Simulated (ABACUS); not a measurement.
# BN: equation of state with AM05

**The experiment to reproduce.**

From “Effect of nanostructuration on compressibility of cubic BN”, 2012, arxiv:1208.3664, for a bulk crystal of BN at 300 K: bulk modulus 395 ± 2 GPa.

BN:

```
N B
1.0
     0.00000    1.81300    1.81300
     1.81300    0.00000    1.81300
     1.81300    1.81300    0.00000
N B
1 1
Direct
  0.25000 0.25000 0.25000
  0.00000 0.00000 0.00000
```

The cell is a database's computed one.

```
Program             : ABACUS 3.10.1
Task                : equation of state
Functional          : AM05
Potentials or basis : PseudoDojo NC SR 0.4.1 PBEsol standard
Cutoff              : 1143 eV
Density cutoff      : 4572 eV
Basis               : plane waves
k mesh              : 10 × 10 × 10
Occupations         : fermi-dirac, width 0.05 eV
Spin                : no spin polarisation
```

```
Equilibrium volume                      : 5.85 Å³/atom
Bulk modulus                            : 386 GPa
Pressure derivative of the bulk modulus : 3.7 (rough: it moves with the points fitted)
```

Energy against volume, from the lowest point:
| volume (Å³/atom) | energy (meV/atom) |
| --- | --- |
| 5.602 | 13.80 |
| 5.840 | 0.00 |
| 6.078 | 9.87 |
| 6.317 | 39.32 |

All runs of the series together: 8.9 s on 4 threads of Intel(R) Xeon(R) Platinum 8488C (Sapphire Rapids), on a shared host.

Measured bulk modulus of BN: 395 GPa (300 K; quoted in “Effect of nanostructuration on compressibility of cubic BN”, 2012, arxiv:1208.3664). This calculation gives 386 GPa (-2.4 %). The fit is for a static lattice scaled at fixed shape and fixed fractional positions.

Caveat: the potentials were made for another functional, which shifts forces and pressure.
